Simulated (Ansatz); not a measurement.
# NbH: the cost of one run

Computed with Ansatz 0.2.0 (DFT PBE, scalar-relativistic, plane waves, PAW, unless a step's input says otherwise).

**1. The structure to begin with**

Symmetry: P4/nmm, No. 129, tetragonal system. The conventional cell has a = 3.250 Å, b = 3.250 Å, c = 4.106 Å, α = 90.00°, β = 90.00°, γ = 90.00°. Nb (site symmetry 4mm) has 4 H at 1.89 Å as nearest neighbours. H (site symmetry -4m2) is surrounded by 4 Nb at 1.89 Å.

Structure file:

```
CELL_PARAMETERS angstrom
3.24951 0.00000 0.00000
0.00000 3.24951 0.00000
0.00000 0.00000 4.10604
ATOMIC_POSITIONS crystal
Nb 0.00000 0.50000 0.23510
Nb 0.50000 0.00000 0.76490
H 0.00000 0.00000 0.00000
H 0.50000 0.50000 0.00000
```

This is candidate A: litharge type (P4/nmm, No. 129).

(A quick probe on a coarse mesh, which set the mesh and smearing, is not shown.)

**3. Coarse relaxation (candidate A)**

File input.yaml:

```yaml
crystal:
  lattice:
    - [3.2495102311, 0.0, 0.0]
    - [0.0, 3.2495102311, 0.0]
    - [0.0, 0.0, 4.1060387431]
  atoms:
    - { symbol: Nb, position: [0.0, 0.5, 0.2351] }
    - { symbol: Nb, position: [0.5, 0.0, 0.7649] }
    - { symbol: H, position: [0.0, 0.0, 0.0] }
    - { symbol: H, position: [0.5, 0.5, 0.0] }
basis:
  ecutwfc: 420
kpoints:
  mp_grid: { grid: [6, 6, 4] }
hamiltonian:
  xc: pbe
scf:
  occupations: { method: gaussian, width: 0.1 }
  lower_state_search: "off"
output:
  forces: true
  stress: true
  eigenvalues: true
relax:
  adjacent_minimum: "off"
  f_tol: 0.04
  max_steps: 70
  cell: { stress_tol: 0.4 }
```

The run is started by

```bash
$ ansatz run input.yaml --threads 1 --pin off --max-ram 2560MiB --backend cpu --events-out ev --progress --plain --runs-dir out
```

What time and memory should one allow on 1 thread of Intel Xeon 6975P-C (Granite Rapids), shared host?

About 5.8 s, with a peak of 0.36 GiB.
